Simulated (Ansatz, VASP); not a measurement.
# BN in VASP and in Ansatz

```
N B
1.0
     0.00000    1.81300    1.81300
     1.81300    0.00000    1.81300
     1.81300    1.81300    0.00000
N B
1 1
Direct
  0.25000 0.25000 0.25000
  0.00000 0.00000 0.00000
```

The cell is a database's computed one.

Alike in both runs: task single point; functional PBE; k mesh 13 × 13 × 13; occupations gaussian, width 0.012 eV; no spin polarisation.

|  | VASP | Ansatz |
| --- | --- | --- |
| version | VASP 6.6.1 | Ansatz 0.2.0 |
| potentials or method | VASP PAW PBE potentials, release 64 (N, B) | Ansatz PAW |
| plane-wave cutoff (eV) | 520 | 420 |
| valence electrons in the cell | 8 | 8 |

```tsv
	VASP	Ansatz	Ansatz less VASP
gap on the k mesh at the Fermi level (eV)	4.52	4.54	+0.012
least direct gap on the mesh (eV)	8.78	8.79	+0.011
pressure (GPa)	-0.2	-0.4	-0.24
```

Caveats: an odd mesh through Γ misses points on the zone boundary, where band edges often lie (VASP); odd divisions of the mesh miss points on the zone boundary, where band edges often lie, so the gap on the mesh can be too wide (Ansatz); the pressure holds a Pulay correction of +1.1 GPa for the finite cutoff (Ansatz).
